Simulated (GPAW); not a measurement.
# MgO (Fm-3m): G0W0 with GPAW, start to end

Aim: the G0W0 gap of MgO (Fm-3m) on PBE, step by step.

Method: PBE and many-body steps on it, plane waves, in GPAW 26.7.0.

The database entry behind the starting cell differs from later determinations by our own check (about 0.1 % long), so it need not match the best structure at ambient conditions.

### Step 1. Set-up

The structure is cubic, space group Fm-3m (No. 225). Conventional cell: a = 4.217 Å, b = 4.217 Å, c = 4.217 Å, α = 90.00°, β = 90.00°, γ = 90.00°. Mg has 6 O at 2.11 Å nearest. Nearest to O lie 6 Mg at 2.11 Å. Farther neighbours and most contacts between anions are not listed.

The cell and positions come from the Crystallography Open Database and are kept as given unless a step says otherwise.

### Step 2. Ground state

This step: GPAW 26.7.0; DFT, PBE, plane waves, PAW.

The ground-state density comes first.

run.py reads:

```python
import json
import numpy as np
from gpaw.mpi import world
from ase import Atoms
from gpaw import GPAW, PW, FermiDirac

atoms = Atoms(['Mg', 'O'],
    cell=[[0.0000000000, 2.1085000000, 2.1085000000],
      [2.1085000000, 0.0000000000, 2.1085000000],
      [2.1085000000, 2.1085000000, 0.0000000000]],
    scaled_positions=[[0.0000000000, 0.0000000000, 0.0000000000],
      [0.5000000000, 0.5000000000, 0.5000000000]],
    pbc=(True, True, True))
calc = GPAW(mode=PW(600),
    xc='PBE',
    kpts={'size': (10, 10, 10), 'gamma': True},
    occupations=FermiDirac(0.001),
    nbands=-7,
    convergence={'density': 1e-6, 'bands': -3},
    maxiter=100,
    txt='gs.txt')
atoms.calc = calc
res = {'energy': atoms.get_potential_energy()}
kpts = calc.get_ibz_k_points()
res['kpts'] = kpts
res['eigenvalues'] = [calc.get_eigenvalues(kpt=k) for k in range(len(kpts))]
res['n_electrons'] = calc.get_number_of_electrons()
calc.write('gs.gpw')

if world.rank == 0:
    with open('result.json', 'w') as f:
        json.dump(res, f, default=lambda x: x.tolist())
```

Command:

```bash
$ mpirun -n 4 gpaw python run.py
```

Output:

```text
__  _  _
 | _ |_)|_||  |
 |__||  | ||/\| - 26.7.0

Input parameters:
  mode=PW(ecut=600.0),
  convergence={'density': 1e-06, 'bands': -3},
  kpts=MonkhorstPack(size=(10, 10, 10), gamma=True),
  maxiter=100,
  nbands=-7,
  occupations=Occupations(name='fermi-dirac', width=0.001, fixmagmom=False),
  xc=XC(name='PBE')
  [... matrices ...]
Diagonalizing LCAO Hamiltonian
Converting LCAO to pw mode

              O

       Mg

Atoms  # Å, Bohr magnetons
|   | symbol |        x |        y |        z |    initial magnetic moments |
| 0 |     Mg | 0.000000 | 0.000000 | 0.000000 | ( 0.0000,  0.0000,  0.0000) |
| 1 |      O | 2.108500 | 2.108500 | 2.108500 | ( 0.0000,  0.0000,  0.0000) |

Unit cell  # Å
| periodic |        x |        y |        z |  lengths |    angles |
|      yes | 0.000000 | 2.108500 | 2.108500 | 2.981869 | 60.000000 |
|      yes | 2.108500 | 0.000000 | 2.108500 | 2.981869 | 60.000000 |
|      yes | 2.108500 | 2.108500 | 0.000000 | 2.981869 | 60.000000 |

Number of symmetries: 48
Symmetry operations  # r_c * U_cc + t_c -> r_c
|    | kind |            matrix            |
|  0 |  σ   |  1, 0, 0,  1, 0,-1,  1,-1, 0 |
|  1 |  C2  |  1, 0, 0,  1,-1, 0,  1, 0,-1 |
|  2 |  E   |  1, 0, 0,  0, 1, 0,  0, 0, 1 |
|  3 |  σ   |  1, 0, 0,  0, 0, 1,  0, 1, 0 |
|  4 |  C4  |  1, 0,-1,  1, 0, 0,  1,-1, 0 |
|  5 |  S6  |  1, 0,-1,  1,-1, 0,  1, 0, 0 |
|  6 |  σ   |  1, 0,-1,  0, 1,-1,  0, 0,-1 |
|  7 |  C3  |  1, 0,-1,  0, 0,-1,  0, 1,-1 |
|  8 |  S6  |  1,-1, 0,  1, 0, 0,  1, 0,-1 |
|  9 |  C4  |  1,-1, 0,  1, 0,-1,  1, 0, 0 |
| 10 |  C3  |  1,-1, 0,  0,-1, 1,  0,-1, 0 |
| 11 |  σ   |  1,-1, 0,  0,-1, 0,  0,-1, 1 |
| 12 |  σ   |  0, 1, 0,  1, 0, 0,  0, 0, 1 |
| 13 |  C4  |  0, 1, 0,  0, 1,-1, -1, 1, 0 |
| 14 |  C3  |  0, 1, 0,  0, 0, 1,  1, 0, 0 |
| 15 |  S6  |  0, 1, 0, -1, 1, 0,  0, 1,-1 |
| 16 |  C2  |  0, 1,-1,  1, 0,-1,  0, 0,-1 |
| 17 |  σ   |  0, 1,-1,  0, 1, 0, -1, 1, 0 |
| 18 |  S4  |  0, 1,-1,  0, 0,-1,  1, 0,-1 |
| 19 |  C4  |  0, 1,-1, -1, 1, 0,  0, 1, 0 |
| 20 |  C3  |  0, 0, 1,  1, 0, 0,  0, 1, 0 |
| 21 |  σ   |  0, 0, 1,  0, 1, 0,  1, 0, 0 |
| 22 |  S6  |  0, 0, 1,  0,-1, 1, -1, 0, 1 |
| 23 |  C4  |  0, 0, 1, -1, 0, 1,  0,-1, 1 |
| 24 |  S4  |  0, 0,-1,  1, 0,-1,  0, 1,-1 |
| 25 |  C3  |  0, 0,-1,  0, 1,-1,  1, 0,-1 |
| 26 |  C2  |  0, 0,-1,  0,-1, 0, -1, 0, 0 |
| 27 |  S6  |  0, 0,-1, -1, 0, 0,  0,-1, 0 |
| 28 |  S4  |  0,-1, 1,  1,-1, 0,  0,-1, 0 |
| 29 |  C4  |  0,-1, 1,  0, 0, 1, -1, 0, 1 |
| 30 |  C2  |  0,-1, 1,  0,-1, 0,  1,-1, 0 |
| 31 |  σ   |  0,-1, 1, -1, 0, 1,  0, 0, 1 |
| 32 |  C3  |  0,-1, 0,  1,-1, 0,  0,-1, 1 |
| 33 |  S6  |  0,-1, 0,  0, 0,-1, -1, 0, 0 |
| 34 |  S4  |  0,-1, 0,  0,-1, 1,  1,-1, 0 |
| 35 |  C2  |  0,-1, 0, -1, 0, 0,  0, 0,-1 |
| 36 |  C2  | -1, 1, 0,  0, 1, 0,  0, 1,-1 |
| 37 |  S6  | -1, 1, 0,  0, 1,-1,  0, 1, 0 |
| 38 |  S4  | -1, 1, 0, -1, 0, 1, -1, 0, 0 |
| 39 |  C3  | -1, 1, 0, -1, 0, 0, -1, 0, 1 |
| 40 |  S6  | -1, 0, 1,  0, 0, 1,  0,-1, 1 |
| 41 |  C2  | -1, 0, 1,  0,-1, 1,  0, 0, 1 |
| 42 |  C3  | -1, 0, 1, -1, 1, 0, -1, 0, 0 |
| 43 |  S4  | -1, 0, 1, -1, 0, 0, -1, 1, 0 |
| 44 |  C2  | -1, 0, 0,  0, 0,-1,  0,-1, 0 |
| 45 |  i   | -1, 0, 0,  0,-1, 0,  0, 0,-1 |
| 46 |  σ   | -1, 0, 0, -1, 1, 0, -1, 0, 1 |
| 47 |  C2  | -1, 0, 0, -1, 0, 1, -1, 1, 0 |

BZ-sampling:
  Number of BZ points: 1000
  Number of IBZ points: 47

  Monkhorst-Pack size: [10, 10, 10]
  Monkhorst-Pack shift: [0.05, 0.05, 0.05]

K-points  # in reciprocal-cell coordinates
|     |                                coordinates |     weight |
|   0 | (  0.00000000,   0.00000000,   0.00000000) | 0.00100000 |
|   1 | (  0.10000000,   0.10000000,   0.00000000) | 0.00600000 |
|   2 | (  0.10000000,   0.10000000,   0.10000000) | 0.00800000 |
|   3 | (  0.20000000,   0.10000000,   0.10000000) | 0.01200000 |
|   4 | (  0.20000000,   0.20000000,   0.00000000) | 0.00600000 |
|   5 | (  0.20000000,   0.20000000,   0.10000000) | 0.02400000 |
|   6 | (  0.20000000,   0.20000000,   0.20000000) | 0.00800000 |
|   7 | (  0.30000000,   0.20000000,   0.10000000) | 0.02400000 |
|   8 | (  0.30000000,   0.20000000,   0.20000000) | 0.02400000 |
|   9 | (  0.30000000,   0.30000000,   0.00000000) | 0.00600000 |
| ... |                                            |            |
|  46 | (  0.50000000,   0.50000000,   0.50000000) | 0.00400000 |

Plane wave coefficients: 636
Cutoff: 600.0 eV

Spin-components: 1 (collinear spins)
Bands:           15
Projectors:      10
Spin-degeneracy: 2
Datatype:        complex128

  Storage: CPU
  Wave functions: 6_869_520 bytes (1_717_380 per core)
  Projectors: 9_617_328 bytes (2_404_332 per core)
  [... matrices ...]
Parallelization:
  kpt:    4
  domain: 1
  band:   1

Density:
  Valence electrons: 16.0
  Components: 1
  Grid points: [18 18 18]
  Charge: 0.0  # |e|

Potential:
  Grid points: [18 18 18]

species:
  Mg:
    name:    Magnesium
    Z:       12.0
    valence: 10
    core:    2
    charge:  0.0  # [|e|]
    compensation charges:
      type: gauss
      rc: 0.33  # [Å]
      lmax: 2
    cutoffs:
      filter: 1.86  # [Å]
      core: 0.54  # [Å]
    projectors
    | kind |    occ | energy [eV] | rcut [Å] |
    |   2s |  2.000 |     -79.840 |    1.090 |
    |   3s |  2.000 |      -4.705 |    1.090 |
    |   2p |  6.000 |     -46.613 |    1.085 |
    |   3p |  0.000 |      -1.330 |    1.085 |
    |    d |        |       0.000 |    1.037 |

    Using partial waves for Mg as LCAO basis

  O:
    name:    Oxygen
    Z:       8.0
    valence: 6
    core:    2
    charge:  0.0  # [|e|]
    compensation charges:
      type: gauss
      rc: 0.21  # [Å]
      lmax: 2
    cutoffs:
      filter: 1.17  # [Å]
      core: 0.83  # [Å]
    projectors
    | kind |    occ | energy [eV] | rcut [Å] |
    |   2s |  2.000 |     -23.961 |    0.688 |
    |   2p |  4.000 |      -9.029 |    0.598 |
    |    s |        |       3.251 |    0.688 |
    |    p |        |      18.182 |    0.598 |
    |    d |        |       0.000 |    0.619 |

    Using partial waves for O as LCAO basis

Reference energy: -7490.497190  # eV

eigensolver:
  PPCG
  Converge bands: -3
  niter=2

density mixing:
  MSR1-Mixer
  Pratt-step length: 0.05
  Maximum mixing coefficient: 0.75
  Old densities: 10
  SVD Regularization: 0.005
  Good broyden scale: 1.0
  Trust region scale: 1.0
  Backstep threshold: 4.0
  History deletion threshold: 6.0
  Fourier metric: weight=20.0, sigma=0.015

occupation numbers:
  Fermi-Dirac:
    width: 0.0010  # eV

poisson solver:
  ecut: 4800.0  # eV

xc functional:
  name: PBE with 2 nearest neighbor stencil

Initialization done in: 1.172 s

convergence criteria:
- Maximum integral of absolute [dens]ity change: 1e-06 electrons / valence electron
- Maximum [total energy] change in last 3 cyles: 0.0005 eV / valence electron
- Maximum integral of absolute [eigenst]ate change: 4e-08 eV^2 / valence electron
maximum number of iterations: 100

SCF iterations
|iter     |     time |      energy | eigst |  dens |
|iter:   1|  |  -13.421698 | +1.34 |       |
|iter:   2|  |  -13.070316 | +0.06 | -0.99 |
|iter:   3|  |  -12.111893 | -0.97 | -1.04 |
|iter:   4|  |  -12.117118 | -2.70 | -1.58 |
|iter:   5|  |  -12.122507 | -2.48 | -1.85 |
|iter:   6|  |  -12.122569c| -5.15 | -3.00 |
|iter:   7|  |  -12.122590c| -5.92 | -3.37 |
|iter:   8|  |  -12.122590c| -7.60c| -4.37 |
|iter:   9|  |  -12.122590c| -7.69c| -5.18 |
|iter:  10|  |  -12.122590c| -8.26c| -5.65 |
|iter:  11|  |  -12.122590c| -9.02c| -6.98c|

Converged in 11 steps
SCF loop duration: 2.364 s (0.215 s/step)
Energy contributions relative to reference atoms: (reference = -7490.497190)
  [... matrices ...]
Energy contributions:
  Kinetic:          11.491711
  Coulomb:          -9.554748
  Zero:              0.112130
  External:          0.000000
  Xc:              -14.171684
  Entropy:          -0.000000
  Spinorbit:         0.000000
  ----------------------------
  Free energy:     -12.122590
  Extrapolated:    -12.122590

dipole moment: (-6.047711, -6.047711, -6.047711)  # |e|*Ang

Fermi level: 5.471
Eigenvalues  # (at kpt = [0.000, 0.000, 0.000])
| band index |      eig [eV] | occ [0-2] |
|          0 |       -67.554 |     2.000 |
|          1 |       -34.300 |     2.000 |
|          2 |       -34.300 |     2.000 |
|          3 |       -34.300 |     2.000 |
|          4 |       -12.350 |     2.000 |
|          5 |         4.863 |     2.000 |
|          6 |         4.863 |     2.000 |
|          7 |         4.863 |     2.000 |
|          8 |         9.587 |     0.000 |
|          9 |        20.669 |     0.000 |
|         10 |        20.669 |     0.000 |
|         11 |        20.669 |     0.000 |
|         12 |        24.541 |     0.000 |
|         13 |        26.364 |     0.000 |
|         14 |        26.364 |     0.000 |

Gap: 4.724 eV
Transition (v -> c):
  (s=0, k=0, n=7, [0.00, 0.00, 0.00]) -> (s=0, k=0, n=8, [0.00, 0.00, 0.00])
No difference between direct/indirect transitions
# Writing to gs.gpw (mode='')
  [... matrices ...]
```

Elapsed: 5 s, on 4 MPI ranks of Arm Neoverse V2, shared host; peak memory 0.6 GiB; 20 s of CPU time.

Numbers from this step:

```
total energy               : -12.12 eV
gap                        : 4.724 eV
k of the valence top       : 0, 0, 0
k of the conduction bottom : 0, 0, 0
least direct gap           : 4.724 eV
```

The gap is direct, at Γ.

### Step 3. Bands along the symmetry lines

The cheap functional maps the bands first; the places of the edges decide which points the dearer methods must see.

run.py reads:

```python
import json
import numpy as np
from gpaw.mpi import world
from gpaw import GPAW

path = [[0.000000, 0.000000, 0.000000],
    [0.062500, 0.000000, 0.062500],
    [0.125000, 0.000000, 0.125000],
    [0.187500, 0.000000, 0.187500],
    [0.250000, 0.000000, 0.250000],
    [0.312500, 0.000000, 0.312500],
    [0.375000, 0.000000, 0.375000],
    [0.437500, 0.000000, 0.437500],
    [0.500000, 0.000000, 0.500000],
    [0.515625, 0.031250, 0.515625],
    [0.531250, 0.062500, 0.531250],
    [0.546875, 0.093750, 0.546875],
    [0.562500, 0.125000, 0.562500],
    [0.578125, 0.156250, 0.578125],
    [0.593750, 0.187500, 0.593750],
    [0.609375, 0.218750, 0.609375],
    [0.625000, 0.250000, 0.625000],
    [0.375000, 0.375000, 0.750000],
    [0.328125, 0.328125, 0.656250],
    [0.281250, 0.281250, 0.562500],
    [0.234375, 0.234375, 0.468750],
    [0.187500, 0.187500, 0.375000],
    [0.140625, 0.140625, 0.281250],
    [0.093750, 0.093750, 0.187500],
    [0.046875, 0.046875, 0.093750],
    [0.000000, 0.000000, 0.000000],
    [0.062500, 0.062500, 0.062500],
    [0.125000, 0.125000, 0.125000],
    [0.187500, 0.187500, 0.187500],
    [0.250000, 0.250000, 0.250000],
    [0.312500, 0.312500, 0.312500],
    [0.375000, 0.375000, 0.375000],
    [0.437500, 0.437500, 0.437500],
    [0.500000, 0.500000, 0.500000],
    [0.500000, 0.468750, 0.531250],
    [0.500000, 0.437500, 0.562500],
    [0.500000, 0.406250, 0.593750],
    [0.500000, 0.375000, 0.625000],
    [0.500000, 0.343750, 0.656250],
    [0.500000, 0.312500, 0.687500],
    [0.500000, 0.281250, 0.718750],
    [0.500000, 0.250000, 0.750000],
    [0.500000, 0.218750, 0.718750],
    [0.500000, 0.187500, 0.687500],
    [0.500000, 0.156250, 0.656250],
    [0.500000, 0.125000, 0.625000],
    [0.500000, 0.093750, 0.593750],
    [0.500000, 0.062500, 0.562500],
    [0.500000, 0.031250, 0.531250],
    [0.500000, 0.000000, 0.500000]]
calc = GPAW('gs.gpw').fixed_density(kpts=path,
    symmetry='off',
    nbands=18,
    convergence={'bands': 14},
    txt='bands.txt')
res = {}
kpts = calc.get_ibz_k_points()
res['kpts'] = kpts
res['eigenvalues'] = [calc.get_eigenvalues(kpt=k) for k in range(len(kpts))]
res['n_electrons'] = calc.get_number_of_electrons()

if world.rank == 0:
    with open('result.json', 'w') as f:
        json.dump(res, f, default=lambda x: x.tolist())
```

Command:

```bash
$ mpirun -n 4 gpaw python run.py
```

Output:

```text
Diagonalizing LCAO Hamiltonian
Converting LCAO to pw mode
convergence criteria:
- Maximum integral of absolute [eigenst]ate change: 4e-08 eV^2 / valence electron
maximum number of iterations: 100

SCF iterations
|iter     |     time |      energy | eigst |  dens |
|iter:   1|  |             | +2.29 |       |
|iter:   2|  |             | +0.73 |       |
|iter:   3|  |             | -0.18 |       |
|iter:   4|  |             | -2.51 |       |
|iter:   5|  |             | -3.73 |       |
|iter:   6|  |             | -5.95 |       |
|iter:   7|  |             | -7.16 |       |
|iter:   8|  |             | -8.37c|       |
SCF steps: 8
  __  _  _
 | _ |_)|_||  |
 |__||  | ||/\| - 26.7.0

Input parameters:
  mode=PW(ecut=600.0),
  convergence={'bands': 14},
  gpts=array([18, 18, 18]),
  kpts=KPoints(kpts=array([[0.      , 0.      , 0.      ],
         [0.0625  , 0.      , 0.0625  ],
         [0.125   , 0.      , 0.125   ],
         [0.1875  , 0.      , 0.1875  ],
[...]
[0.515625, 0.03125 , 0.515625],
[...]
[0.546875, 0.09375 , 0.546875],
[...]
[0.578125, 0.15625 , 0.578125],
[...]
[0.609375, 0.21875 , 0.609375],
[...]
[0.328125, 0.328125, 0.65625 ],
[...]
[0.234375, 0.234375, 0.46875 ],
[...]
[0.140625, 0.140625, 0.28125 ],
[...]
[0.046875, 0.046875, 0.09375 ],
[...]
[0.5     , 0.0625  , 0.5625  ],
         [0.5     , 0.03125 , 0.53125 ],
         [0.5     , 0.      , 0.5     ]])),
  maxiter=100,
  nbands=18,
  occupations=Occupations(name='fermi-dirac', width=0.001, fixmagmom=False),
  parallel={},
  symmetry=Symmetry(point_group=False, time_reversal=False),
  xc=XC(name='PBE')
  [... matrices ...]
timing:  # [seconds]
  Total: 0.023  # ━━━━━━━━━━━━━━━━━━━━━━━━━━━━━━━━━━━━━━━━━━━━━━━━━━━━━━━━━━━
```

Elapsed: 4.4 s, on 4 MPI ranks; peak memory 0.62 GiB; 17 s of CPU time.

This step gave:

| Property | Result |
| --- | --- |
| gap | 4.724 eV |
| k of the valence top | 0, 0, 0 |
| k of the conduction bottom | 0, 0, 0 |
| least direct gap | 4.724 eV |

The gap is 4.724 eV, as in the run before at this level.

Electronic bands along the path, in eV, zero at the top of the highest filled band; v1 is the highest filled band, c1 the lowest empty one:

| point | v4 | v3 | v2 | v1 | c1 | c2 | c3 | c4 |
| --- | --- | --- | --- | --- | --- | --- | --- | --- |
| Γ | -17.21 | 0.00 | 0.00 | 0.00 | 4.72 | 15.81 | 15.81 | 15.81 |
| halfway | -16.46 | -2.62 | -0.73 | -0.73 | 8.06 | 11.17 | 15.51 | 17.46 |
| X | -15.69 | -4.05 | -1.34 | -1.34 | 9.14 | 9.99 | 13.08 | 18.96 |
| halfway | -15.68 | -3.90 | -1.79 | -1.29 | 9.52 | 10.51 | 12.92 | 18.58 |
| U | -15.67 | -3.47 | -2.69 | -1.14 | 10.10 | 11.80 | 12.52 | 18.12 |
| jump to K | -15.67 | -3.47 | -2.69 | -1.14 | 10.10 | 11.80 | 12.52 | 18.12 |
| halfway | -16.39 | -2.93 | -1.17 | -0.39 | 8.16 | 11.99 | 15.38 | 17.92 |
| Γ | -17.21 | 0.00 | 0.00 | 0.00 | 4.72 | 15.81 | 15.81 | 15.81 |
| halfway | -16.62 | -2.65 | -0.34 | -0.34 | 7.08 | 12.57 | 16.65 | 16.65 |
| L | -15.92 | -4.60 | -0.65 | -0.65 | 7.89 | 12.60 | 16.31 | 16.31 |
| halfway | -15.78 | -3.98 | -1.92 | -0.98 | 9.66 | 12.19 | 13.52 | 16.89 |
| W | -15.63 | -2.93 | -2.93 | -1.76 | 11.64 | 11.64 | 12.20 | 15.51 |
| halfway | -15.66 | -3.75 | -1.89 | -1.56 | 10.01 | 10.88 | 12.74 | 17.33 |
| X | -15.69 | -4.05 | -1.34 | -1.34 | 9.14 | 9.99 | 13.08 | 18.96 |

The electronic bands as a text plot (rows in eV, shown from -8.0 to 10.7 only):

```
   10.3 |       ++ +++++ +++++                         +     ++++
    9.6 |         +++ +++     ++                      +       +++
    8.8 |       ++   +                              ++
    8.0 |     ++                +              +++++
    7.2 |    +                   ++         +++
    6.4 |                                  +
    5.7 |  ++                      ++    ++
    4.9 |++                          ++++
    4.1 |
    3.3 |
    2.5 |
    1.8 |
    1.0 |
    0.2 |**                        ********
   -0.6 | ********         ***********  **************
   -1.4 |  **     *********     *  **               ****** ******
   -2.1 |    *         ***  **** **        *          **  * **
   -2.9 |     ****        **    *           *           ****
   -3.7 |         ********* ****             ***      ***   *****
   -4.5 |                                       ******
   -5.3 |
   -6.0 |
   -6.8 |
   -7.6 |
         Γ           X  U|K            Γ         L        W     X
```

### Step 4. Empty states on the mesh, 6×6×6 mesh, 88 bands

The sums over transitions need many empty states on a uniform mesh; this step solves for them.

run.py reads:

```python
import json
import numpy as np
from gpaw.mpi import world
from gpaw import GPAW

calc = GPAW('gs.gpw').fixed_density(kpts={'size': (6, 6, 6), 'gamma': True},
    parallel={'domain': 1, 'band': 1},
    txt='nscf.txt')
calc.diagonalize_full_hamiltonian(nbands=88)
calc.write('full.gpw', mode='all')
res = {}
kpts = calc.get_ibz_k_points()
res['kpts'] = kpts
res['eigenvalues'] = [calc.get_eigenvalues(kpt=k) for k in range(len(kpts))]
res['n_electrons'] = calc.get_number_of_electrons()

if world.rank == 0:
    with open('result.json', 'w') as f:
        json.dump(res, f, default=lambda x: x.tolist())
```

Command:

```bash
$ mpirun -n 4 gpaw python run.py
```

Output:

```text
Diagonalizing LCAO Hamiltonian
Converting LCAO to pw mode
convergence criteria:
- Maximum integral of absolute [eigenst]ate change: 4e-08 eV^2 / valence electron
maximum number of iterations: 100

SCF iterations
|iter     |     time |      energy | eigst |  dens |
|iter:   1|  |             | +1.32 |       |
|iter:   2|  |             | +0.35 |       |
|iter:   3|  |             | -0.43 |       |
|iter:   4|  |             | -2.78 |       |
|iter:   5|  |             | -3.82 |       |
|iter:   6|  |             | -6.36 |       |
|iter:   7|  |             | -7.59c|       |
SCF steps: 7
  __  _  _
 | _ |_)|_||  |
 |__||  | ||/\| - 26.7.0

Input parameters:
  mode=PW(ecut=600.0),
  convergence={'density': 1e-06, 'bands': -3},
  gpts=array([18, 18, 18]),
  kpts=MonkhorstPack(size=(6, 6, 6), gamma=True),
  maxiter=100,
  nbands=15,
  occupations=Occupations(name='fermi-dirac', width=0.001, fixmagmom=False),
  parallel={'domain': 1, 'band': 1},
  xc=XC(name='PBE')
Matrix size: 621x621
# Writing to full.gpw (mode='all')
  [... matrices ...]

timing:  # [seconds]
  Total: 1.376  # ━━━━━━━━━━━━━━━━━━━━━━━━━━━━━━━━━━━━━━━━━━━━━━━━━━━━━━━━━━━
```

Run time: 4.6 s. Hardware: 4 MPI ranks; peak memory 0.76 GiB; 18 s of CPU time.

Numbers from this step:

| Item | Value |
| --- | --- |
| gap | 4.724 eV |
| k of the valence top | 0, 0, 0 |
| k of the conduction bottom | 0, 0, 0 |
| least direct gap | 4.724 eV |
| k points computed | 16 |
| lowest point of the top converged band, above the valence top | 138.9554 eV |

On this mesh the gap is 4.724 eV.

(Part 1 of 2 ends here.)

[Paths, hosts, dates, memory and timing lines, banners, echoed tables and standing remarks are left out of the program output.]

[Logs are printed without paths, hosts, clocks, repeated set-up lines and the standing remarks that a program may print on its own settings, such as how far it seeks lower states.]

[Runs of the session that timed out or met a known fault of the program may be left out.]

[Hosts, paths, dates, database ids (printed as entryN), source tags and the programs' standing remarks are cut or masked in the printed files.]
